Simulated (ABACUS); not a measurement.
## Ag in ABACUS: tuning symmetry

Input of the first run (symmetry 1); the others differ in this setting and in those tied to it:

The input INPUT:

```
INPUT_PARAMETERS
suffix              Ag
calculation         scf
basis_type          lcao
pseudo_dir          ./
orbital_dir         ./
symmetry            1
dft_functional      GGA_X_RPBE+GGA_C_PBE
ecutwfc             100
pseudo_rcut         7
nspin               1
nbands              14
ks_solver           genelpa
smearing_method     mv
smearing_sigma      0.00734986
scf_thr             1e-07
scf_nmax            60
mixing_type         broyden
mixing_beta         0.7
cal_force           1
cal_stress          1
out_mul             1
```

File STRU:

```
ATOMIC_SPECIES
Ag 107.8682 Ag.upf

NUMERICAL_ORBITAL
Ag_confined-atom_7au_3s2p2d1f.orb

LATTICE_CONSTANT
1.8897261246

LATTICE_VECTORS
-1.6556540000 1.6556540000 1.6556540000
1.6556540000 -1.6556540000 1.6556540000
1.6556540000 1.6556540000 -1.6556540000

ATOMIC_POSITIONS
Direct

Ag
0.0
1
0.0000000000 0.0000000000 0.0000000000 1 1 1
```

Contents of KPT:

```
K_POINTS
0
Gamma
6 6 6 0 0 0
```

Potentials or basis: PseudoDojo NC SR 0.5 PBE standard, DZP LCAO (the cutoffs set its grid).

Launch:

```sh
$ OMP_NUM_THREADS=1 mpirun -np 4 abacus > log
```

This isn't the form of Ag at room conditions, which is fcc.

Hardware: 4 MPI ranks on Intel(R) Xeon(R) Platinum 8375C CPU @ 2.90GHz (Ice Lake), with other jobs on the host.

```
symmetry  energy less the last converged row (meV/atom)  SCF cycles  wall time (s)
       1                                           0.00           9            5.7
       0                                           0.00           9            7.5
      -1                                           0.00           9            9.9
```

Fastest here: 1 (5.7 s); slowest of those that converged: -1 (9.9 s). These are single runs, one after another on one machine, so differences under about a fifth mean little.

Caveat: the k mesh is coarse (spacing up to 0.45 Å⁻¹), so the values aren't converged; the atomic orbitals were generated for these runs and aren't a published set.
